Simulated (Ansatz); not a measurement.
A Ge cell: a packing that fell into a crystal (P6/mmm at 0.1 Å).

```xyz
9
Lattice="5.5285 1.2421 -0.4583 1.1969 5.9858 0.1997 -0.5134 0.2569 5.5998" Properties=species:S:1:pos:R:3 pbc="T T T"
Ge    1.3188    1.9114    2.4817
Ge    3.3328    2.2397    0.4623
Ge    1.6170    5.7068    1.4212
Ge    5.1315    6.6205    2.9821
Ge    4.2318    4.4300    1.7225
Ge    2.2178    4.1017    3.7419
Ge    3.1174    6.2922    5.0015
Ge    4.8334    2.8250    4.0428
Ge    0.7172    3.5165    0.1613
```

Level of theory: DFT PBE, scalar-relativistic, plane waves, PAW in Ansatz 0.2.0.

Plane waves to 420 eV, a k mesh through Γ of 7×6×6 on the computed 9-atom cell and Gaussian smearing (0.10 eV); no spin polarisation.

Q: Describe its local order.

A: Counting as bonded all pairs within 1.2 times the summed covalent radii:

```csv
atom → neighbour,mean count,mean length (Å),spread (Å)
Ge → Ge,4.00,2.78,0.09
```

Angles between all pairs of such bonds at an atom (mean ± spread): 120 ± 42° at Ge.

Q: Does it have a gap?

A: It has no gap on the mesh. Levels at Γ next to the Fermi level (eV from it): -2.29, -2.29, -0.84, -0.84, -0.83, -0.83, 0.47, 0.47, 2.62, 2.62, 3.00, 3.00. It lies 0.24 eV/atom above the elements' standard states (static lattices, no corrections for gases).

The final mesh leaves forces up to 0.00 eV/Å and stresses up to 0.9 GPa: the relaxation ran on a coarser mesh, so the cell's shape, its bonds and its energy belong partly to that mesh.

This form isn't the element's structure at ambient conditions.

Cost: 2 runs of about 5.4 core-minutes in all (earlier runs that led there not counted), on Arm Neoverse V2 (shared hosts).